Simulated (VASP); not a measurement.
# CdTe (F-43m) in VASP: further runs

Aim: see how the results for CdTe move with the level of theory and the settings. Levels: PBEsol, LDA, PBE. Tasks: relaxation of cell and atoms, single point.

Program: VASP 6.6.1. These are calculated values, not measurements. Logs are shortened: lines on timing, memory, paths and dates and some standing lists are left out, and cuts for length are marked.

**What was measured.**

A printed reference work, data compilation reports, for a bulk crystal of CdTe at 0 K: band gap 1.607 eV.

The runs below are set against these values where they give the same quantity.

**1. The cell of the first run**

Symmetry: F-43m, No. 216, cubic system. The conventional cell has a = 6.410 Å, b = 6.410 Å, c = 6.410 Å, α = 90.00°, β = 90.00°, γ = 90.00°. Cd (site symmetry -43m) has 4 Te at 2.78 Å within 3.7 Å. Within 3.7 Å of Te (site symmetry -43m) lie 4 Cd at 2.78 Å.

**2. Relaxation of cell and atoms, PBEsol**

INCAR

```
SYSTEM = CdTe
  ALGO = Normal
  EDIFF = 1E-6
  EDIFFG = -0.01
  ENCUT = 600
  GGA = PS
  IBRION = 2
  ISIF = 3
  ISMEAR = -1
  LASPH = .True.
  LCHARG = .False.
  LREAL = .False.
  LWAVE = .False.
  NELM = 80
  NSW = 80
  PREC = Accurate
  SIGMA = 0.02
```

KPOINTS

```
k-points
0
Gamma
  8 8 8
  0 0 0
```

POSCAR

```
CdTe
1.0
    0.0000000000      3.2050000000      3.2050000000
    3.2050000000      0.0000000000      3.2050000000
    3.2050000000      3.2050000000      0.0000000000
Cd Te
1 1
Direct
    0.0000000000      0.0000000000      0.0000000000
    0.2500000000      0.2500000000      0.2500000000
```

Potentials or basis: VASP PAW PBE potentials, release 64 (Cd, Te).

The run is started by

```sh
> cat potpaw_PBE.64/Cd/POTCAR potpaw_PBE.64/Te/POTCAR > POTCAR
> mpirun -np 1 vasp_std > vasp.out
```

OUTCAR:

```text
SYSTEM = CdTe
   EDIFF = 1E-6
   EDIFFG = -0.01
   ENCUT = 600
   GGA = PS
   IBRION = 2
   ISIF = 3
   ISMEAR = -1
   LASPH = .True.
   LREAL = .False.
   NELM = 80
   NSW = 80
   PREC = Accurate

 ion  position               nearest neighbor table
   1  0.000  0.000  0.000-   2 2.78   2 2.78   2 2.78   2 2.78
   2  0.250  0.250  0.250-   1 2.78   1 2.78   1 2.78   1 2.78

  LATTYP: Found a face centered cubic cell.
 ALAT       =     6.4100000000

  Lattice vectors:

 A1 = (   0.0000000000,   3.2050000000,   3.2050000000)
 A2 = (   3.2050000000,   0.0000000000,   3.2050000000)
 A3 = (   3.2050000000,   3.2050000000,   0.0000000000)

Analysis of symmetry for initial positions (statically):
=====================================================================
 Subroutine PRICEL returns:
 Original cell was already a primitive cell.

 Routine SETGRP: Setting up the symmetry group for a
 face centered cubic supercell.

 Subroutine GETGRP returns: Found 24 space group operations
 (whereof 24 operations were pure point group operations)
 out of a pool of 48 trial point group operations.

The static configuration has the point symmetry T_d .

Analysis of symmetry for dynamics (positions and initial velocities):
=====================================================================
 Subroutine PRICEL returns:
 Original cell was already a primitive cell.

 Routine SETGRP: Setting up the symmetry group for a
 face centered cubic supercell.

 Subroutine GETGRP returns: Found 24 space group operations
 (whereof 24 operations were pure point group operations)
 out of a pool of 48 trial point group operations.

The dynamic configuration has the point symmetry T_d .

 Subroutine INISYM returns: Found 24 space group operations
 (whereof 24 operations are pure point group operations),
 and found     1 'primitive' translations

----------------------------------------------------------------------------------------

                                     Primitive cell

  volume of cell :      65.8437

  direct lattice vectors                    reciprocal lattice vectors
     0.000000000  3.205000000  3.205000000    -0.156006240  0.156006240  0.156006240
     3.205000000  0.000000000  3.205000000     0.156006240 -0.156006240  0.156006240
     3.205000000  3.205000000  0.000000000     0.156006240  0.156006240 -0.156006240

  length of vectors
     4.532554467  4.532554467  4.532554467     0.270210734  0.270210734  0.270210734

  position of ions in fractional coordinates (direct lattice)
     0.000000000  0.000000000  0.000000000
[... 95 lines left out ...]
   IALGO  =     38    algorithm
   IMIX   =      4    mixing-type and parameters
     AMIX     =   0.40;   BMIX     =  1.00
     AMIX_MAG =   1.60;   BMIX_MAG =  1.00
  volume/ion in A,a.u.               =      32.92       222.17
  Fermi-wavevector in a.u.,A,eV,Ry     =   1.062497  2.007828 15.359610  1.128899
  Thomas-Fermi vector in A             =   2.197950
   LORBIT       =      0    0 simple, 1 ext, 2 COOP (PROOUT), +10 PAW based schemes
   GGA     = PS    functional components
   LHFCALC =     F    Hartree Fock is set to
   AEXX    =    0.0000 exact exchange contribution
   IVDW    =     0    specifies the selected vdW correction
   LEPSILON=     F    determine dielectric tensor
   LRPA    =     F    only Hartree local field effects (RPA)
 conjugate gradient relaxation of ions
 non-spin polarized calculation
  energy-cutoff  :      600.00
  volume of cell :       65.84
 maximum number of plane-waves:      2216
   NGX = 19   NGY = 19   NGZ = 19

--------------------------------------- Ionic step        1  -------------------------------------------

 number of electron      17.9999995 magnetization

 Free energy of the ion-electron system (eV)
  ---------------------------------------------------
  ext. energy  EPLUGINS =         0.00000000
  ---------------------------------------------------
  free energy    TOTEN  =        -5.47427619 eV

  energy without entropy =       -5.47427619  energy(sigma->0) =       -5.47427619

------------------------ aborting loop because EDIFF is reached ----------------------------------------

  FORCE on cell =-STRESS in cart. coord.  units (eV):
  Direction    XX          YY          ZZ          XY          YZ          ZX
  --------------------------------------------------------------------------------------
  -------------------------------------------------------------------------------------
  Total        0.7455023      0.7455023      0.7455023      0.0000000      0.0000000      0.0000000
  in kB       18.1403413     18.1403413     18.1403413      0.0000000      0.0000000      0.0000000
  external PRESSURE =      18.1403413 kB  Pullay stress =       0.0000000 kB
[... 59 lines left out ...]
--------------------------------------- Ionic step        3  -------------------------------------------

 number of electron      17.9999998 magnetization

 Free energy of the ion-electron system (eV)
  ---------------------------------------------------
  ext. energy  EPLUGINS =         0.00000000
  ---------------------------------------------------
  free energy    TOTEN  =        -5.48882193 eV

  energy without entropy =       -5.48882193  energy(sigma->0) =       -5.48882193

 E-fermi :   2.4812     XC(G=0):  -8.7509

 val. band max:        2.1502891752   @ k =   0.0000   0.0000   0.0000
 cond. band min:       2.7926268170   @ k =   0.0000   0.0000   0.0000
 fundamental gap:      0.6423376417
 Fermi energy:         2.4812244443

 k-point     1 :       0.0000    0.0000    0.0000
  band No.  band energies     occupation
      1      -9.0234      2.00000
      2      -6.0821      2.00000
      3      -6.0821      2.00000
      4      -6.0821      2.00000
      5      -5.8221      2.00000
      6      -5.8221      2.00000
      7       2.1503      2.00000
      8       2.1503      2.00000
      9       2.1503      2.00000
     10       2.7926      0.00000
     11       6.7009      0.00000
     12       6.7009      0.00000
     13       6.7009      0.00000
[... 354 lines left out ...]
  band No.  band energies     occupation
      1      -8.5629      2.00000
      2      -5.9943      2.00000
      3      -5.9818      2.00000
      4      -5.8380      2.00000
      5      -5.8168      2.00000
      6      -5.3886      2.00000
      7      -2.0966      2.00000
      8       0.0760      2.00000
      9       0.8832      2.00000
     10       5.3125      0.00000
     11       6.6626      0.00000
     12       8.0610      0.00000
     13       9.2338      0.00000

 [... further k-points ...]
[... 5 lines left out ...]
  --------------------------------------------------------------------------------------
  -------------------------------------------------------------------------------------
  Total       -0.0020652     -0.0020652     -0.0020652      0.0000000      0.0000000     -0.0000000
  in kB       -0.0482927     -0.0482927     -0.0482927      0.0000000      0.0000000     -0.0000000
  external PRESSURE =      -0.0482927 kB  Pullay stress =       0.0000000 kB
[... 17 lines left out ...]
  FREE ENERGIE OF THE ION-ELECTRON SYSTEM (eV)
  ---------------------------------------------------
  free  energy   TOTEN  =        -5.4888219295 eV

  energy  without entropy=       -5.4888219290  energy(sigma->0) =       -5.48882193

 reached required accuracy - stopping structural energy minimisation
```

OSZICAR:

```text
N       E                     dE             d eps       ncg     rms          rms(c)
DAV:   1     0.108201246329E+03    0.10820E+03   -0.89657E+03   770   0.134E+03
DAV:   2    -0.129249909050E+01   -0.10949E+03   -0.10532E+03   829   0.288E+02
DAV:   3    -0.568822154589E+01   -0.43957E+01   -0.43833E+01   914   0.598E+01
[... 26 lines left out ...]
DAV:   3    -0.548922284739E+01    0.28288E-02   -0.72157E-03   789   0.900E-01    0.337E-01
DAV:   4    -0.548883681325E+01    0.38603E-03   -0.74722E-04   819   0.234E-01    0.662E-02
DAV:   5    -0.548881938312E+01    0.17430E-04   -0.79080E-05   814   0.118E-01    0.482E-02
DAV:   6    -0.548882271634E+01   -0.33332E-05   -0.23495E-05   792   0.518E-02    0.145E-02
DAV:   7    -0.548882192948E+01    0.78686E-06   -0.20537E-06   545   0.185E-02
   3 F= -.54888219E+01 E0= -.54888219E+01  d E =-.145457E-01
```

CONTCAR:

```text
CdTe
   1.00000000000000
     0.0000000000000000    3.2477981880616396    3.2477981880616396
     3.2477981880616396    0.0000000000000000    3.2477981880616396
     3.2477981880616396    3.2477981880616396    0.0000000000000000
  Cd              Te
     1     1
Direct
     0.0000000000000000    0.0000000000000000    0.0000000000000000
     0.2500000000000000    0.2500000000000000    0.2500000000000000

  0.00000000E+00  0.00000000E+00  0.00000000E+00
  0.00000000E+00  0.00000000E+00  0.00000000E+00
```

It took 28 s on 1 thread of Intel Xeon 6975P-C (Granite Rapids), shared host; peak memory 0.23 GiB.

What came out:

- Free energy: -5.4888 eV
- Relaxed volume: 34.26 Å³/atom
- Relaxed cell: a = 4.593 Å, b = 4.593 Å, c = 4.593 Å, α = 60.00°, β = 60.00°, γ = 60.00°
- Space group after relaxing (to 0.05 Å): F-43m (No. 216)
- Energy gained by relaxing: 7.3 meV/atom
- Ionic steps: 3
- Pressure after relaxing: 0.0 GPa
- Band gap on the k mesh: 0.64 eV, direct

The path:
```csv
step,energy change (eV),largest force (eV/Å),pressure (GPa),volume (Å³)
1,0.0000,0.0000,1.81,65.84
2,-0.0129,0.0000,-0.54,69.46
3,-0.0145,0.0000,0.00,68.52
```

Final structure:
```cif
data_structure
_symmetry_space_group_name_H-M 'P 1'
_symmetry_Int_Tables_number 1
_cell_length_a 4.5931
_cell_length_b 4.5931
_cell_length_c 4.5931
_cell_angle_alpha 60.000
_cell_angle_beta 60.000
_cell_angle_gamma 60.000
_cell_volume 68.52
loop_
_atom_site_label
_atom_site_type_symbol
_atom_site_fract_x
_atom_site_fract_y
_atom_site_fract_z
_atom_site_occupancy
Cd1 Cd 0.00000 0.00000 0.00000 1
Te1 Te 0.25000 0.25000 0.25000 1
```

Caveat: the PAW data sets were made with another functional, which shifts forces and pressure a little; spin-orbit coupling is left out, which moves the levels of the heavy elements.

**3. Relaxation of cell and atoms, LDA**

INCAR

```
PREC = Accurate
ENCUT = 600
EDIFF = 1E-6
ISMEAR = -1
SIGMA = 0.02
LREAL = F
LASPH = T
NELM = 60
ALGO = Normal
ISIF = 3
LWAVE = F
LCHARG = F
IBRION = 2
NSW = 80
EDIFFG = -0.01
```

KPOINTS

```
regular mesh
0
Gamma
  8 8 8
```

POSCAR is that of step 2.

Potentials or basis: VASP PAW LDA potentials, release 64 (Cd, Te).

The run is started by

```sh
> cat potpaw_LDA.64/Cd/POTCAR potpaw_LDA.64/Te/POTCAR > POTCAR
> mpirun -np 1 vasp_std > vasp.out
```

Wall time 14 s (1 thread of Intel Xeon 6975P-C (Granite Rapids), shared host); peak memory 0.2 GiB.

It converged, with:

```yaml
Free_energy: -6.0508 eV
Relaxed_volume: 33.12 Å³/atom
Relaxed_cell: a = 4.542 Å, b = 4.542 Å, c = 4.542 Å, α = 60.00°, β = 60.00°, γ = 60.00°
Space_group_after_relaxing_to_0.05_Å: F-43m (No. 216)
Energy_gained_by_relaxing: 0.1 meV/atom
Ionic_steps: 2
Pressure_after_relaxing: 0.0 GPa
Band_gap_on_the_k_mesh: 0.63 eV, direct
```

The path:
```tsv
step	energy change (eV)	largest force (eV/Å)	pressure (GPa)	volume (Å³)
1	0.0000	0.0000	0.20	65.84
2	-0.0002	0.0000	-0.05	66.25
```

Final structure:
```
Cd Te
1.0
     0.00000    3.21150    3.21150
     3.21150    0.00000    3.21150
     3.21150    3.21150    0.00000
Cd Te
1 1
Direct
  0.00000 0.00000 0.00000
  0.25000 0.25000 0.25000
```

Levels at points of the mesh, in eV from the valence-band top:
```
           k point  band 6  band 7  band 8  band 9  band 10  band 11  band 12  band 13
(0.00, 0.00, 0.00)   -8.11    0.00    0.00    0.00     0.63     4.48     4.48     4.48
(0.50, 0.00, 0.00)   -7.74   -4.66   -0.83   -0.83     1.68     5.08     5.08     6.88
(0.50, 0.50, 0.00)   -7.59   -4.51   -1.98   -1.98     2.38     2.54     8.79     9.12
```

Caveat: spin-orbit coupling is left out, which moves the levels of the heavy elements.

**4. Single point, LDA**

INCAR

```
  PREC = Accurate
  ENCUT = 520
  EDIFF = 1E-7
  ISMEAR = -1
  SIGMA = 0.02
  LREAL = F
  LASPH = T
  NELM = 60
  ALGO = Normal
  ISIF = 2
  LWAVE = F
  LCHARG = F
  GGA = CA
  NBANDS = 16
```

KPOINTS is that of step 3.

POSCAR is that of step 3.

The run is started by

```sh
> cat potpaw_LDA.64/Cd/POTCAR potpaw_LDA.64/Te/POTCAR > POTCAR
> mpirun -np 1 vasp_std > vasp.out
```

Run time: 24 s. Hardware: 1 thread of Intel Xeon Platinum 8488C (Sapphire Rapids), shared host; peak memory 0.19 GiB.

The run converged. Its results:

| Quantity | Value |
| --- | --- |
| Free energy | -6.0509 eV |
| Pressure | 0.2 GPa |
| Band gap on the k mesh | 0.65 eV, direct |

Levels at points of the mesh, in eV from the valence-band top:
| k point | band 7 | band 8 | band 9 | band 10 | band 11 | band 12 |
| --- | --- | --- | --- | --- | --- | --- |
| (0.00, 0.00, 0.00) | 0.00 | 0.00 | 0.00 | 0.65 | 4.48 | 4.48 |
| (0.50, 0.00, 0.00) | -4.69 | -0.84 | -0.84 | 1.69 | 5.08 | 5.08 |
| (0.50, 0.50, 0.00) | -4.54 | -2.01 | -2.01 | 2.37 | 2.54 | 8.82 |

Caveat: spin-orbit coupling is left out, which moves the levels of the heavy elements.

(Continued in part 2 of 2.)
